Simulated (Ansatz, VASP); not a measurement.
## TePb: VASP beside Ansatz

```
Te Pb
1.0
     0.00000    3.22275    3.22275
     3.22275    0.00000    3.22275
     3.22275    3.22275    0.00000
Te Pb
1 1
Direct
  0.00000 0.00000 0.00000
  0.50000 0.50000 0.50000
```

Alike in both runs: task single point; functional PBEsol; k mesh 6 × 6 × 6; occupations gaussian, width 0.02 eV; no spin polarisation.

```csv
,VASP,Ansatz
version,VASP 6.6.1,Ansatz 0.2.0
potentials or method,"VASP PAW PBE potentials, release 64 (Te, Pb_d)","scalar-relativistic, plane waves, PAW"
plane-wave cutoff (eV),520,420
valence electrons in the cell,20,30
```

|  | VASP | Ansatz | Ansatz less VASP |
| --- | --- | --- | --- |
| gap on the k mesh at the Fermi level (eV) | 0.65 | 0.65 | -0.004 |
| least direct gap on the mesh (eV) | 0.65 | 0.65 | -0.004 |
| pressure (GPa) | -0.1 | 0.0 | +0.03 |

The two sets of potentials don't hold the same shells in valence.

Caveats: the PAW data sets were made with another functional, which shifts forces and pressure a little (VASP); spin-orbit coupling is left out, which as a rule narrows the gap of such compounds by several tenths of an eV. A k mesh can miss the band edges.
